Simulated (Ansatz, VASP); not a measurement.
**Mo: VASP beside Ansatz**

The input INCAR:

```
SYSTEM = Mo
PREC = Accurate ; ENCUT = 520
EDIFF = 1E-6 ; ISMEAR = -1
SIGMA = 0.05 ; LREAL = .False.
LASPH = .True. ; NELM = 80
ALGO = Normal ; ISIF = 2
LWAVE = .False. ; LCHARG = .False.
GGA = PE ; NBANDS = 13
```

KPOINTS

```
regular mesh
0
Gamma
  12 12 12
  0 0 0
```

Contents of POSCAR:

```
Mo
1.0
   -1.5942980787      1.5942980787      1.5942980787
    1.5942980787     -1.5942980787      1.5942980787
    1.5942980787      1.5942980787     -1.5942980787
Mo
1
Direct
    0.0000000000      0.0000000000      0.0000000000
```

The input input.yaml:

```yaml
crystal:
  lattice:
    - [-1.5942980787, 1.5942980787, 1.5942980787]
    - [1.5942980787, -1.5942980787, 1.5942980787]
    - [1.5942980787, 1.5942980787, -1.5942980787]
  atoms:
    - { symbol: Mo, position: [0.0, 0.0, 0.0] }
hamiltonian:
  xc: pbe
  pseudopotentials: { kind: paw }
kpoints:
  mp_grid: { grid: [12, 12, 12] }
scf:
  occupations: { method: fermi_dirac, width: 0.05 }
output:
  forces: true
  stress: true
  eigenvalues: true
  write_density: true
  write_potential: true
  elf: true
  volumetric_format: npy
```

Alike in both runs: task single point; functional PBE; k mesh 12 × 12 × 12; occupations fermi-dirac, width 0.05 eV; no spin polarisation.

|  | VASP | Ansatz |
| --- | --- | --- |
| version | VASP 6.6.1 | Ansatz 0.2.0 |
| potentials or method | VASP PAW PBE potentials, release 64 (Mo_sv) | Ansatz PAW |
| plane-wave cutoff (eV) | 520 | 420 |
| valence electrons in the cell | 14 | 14 |

Ansatz gave:

```
gap on the k mesh at the Fermi level (eV) : none
pressure (GPa)                            : -6.7
```

Task: Estimate VASP's values.

Result: gap on the k mesh at the Fermi level (eV): none; pressure (GPa): -6.2.

A gap of «none» marks a metal or a gap that the smearing closes.
